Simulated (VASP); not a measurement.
Write the native input for VASP 6.6.1 that does the following.

* Task: single point
* Functional: PBEsol
* Potentials or basis: VASP PAW PBE potentials, release 64 (Sr_sv)
* Cutoff: 600 eV
* k mesh: 12 × 12 × 12
* Occupations: methfessel-paxton, width 0.1 eV
* Spin: no spin polarisation
* Further INCAR settings: ALGO = Normal; EDIFF = 1e-06; NBANDS = 11

The structure of Sr lies in POSCAR:

```
Sr                                      
1.0
    0.0000000000      3.0108223025      3.0108223025
    3.0108223025     -0.0000000000      3.0108223025
    3.0108223025      3.0108223025     -0.0000000000
  Sr            
     1
Direct
     0.0000000000000000    0.0000000000000000    0.0000000000000000
```

The input as run:

INCAR

```
SYSTEM = Sr
ALGO = Normal ; EDIFF = 1E-6
ENCUT = 600 ; GGA = PS
ISIF = 2 ; ISMEAR = 1
KPAR = 4 ; LASPH = .TRUE.
LCHARG = .FALSE. ; LREAL = .FALSE.
LWAVE = .FALSE. ; NBANDS = 11
NELM = 120 ; PREC = Accurate
SIGMA = 0.1
```

KPOINTS

```
k-points
0
G
  12 12 12
  0 0 0
```

Potentials or basis: VASP PAW PBE potentials, release 64 (Sr_sv).

Command:

```bash
$ cat potpaw_PBE.64/Sr_sv/POTCAR > POTCAR
$ mpirun -np 4 vasp_std > vasp.out
```

Results of the run:

```
Pressure               : -0.6 GPa
Band gap on the k mesh : none (metal or under the smearing width)
```

Caveat: the PAW data sets were made with another functional, which shifts forces and pressure a little.

Run time: 6.5 s on 4 MPI ranks on Intel(R) Xeon(R) 6975P-C (Granite Rapids), with other jobs on the host, peak memory 0.23 GiB a rank.
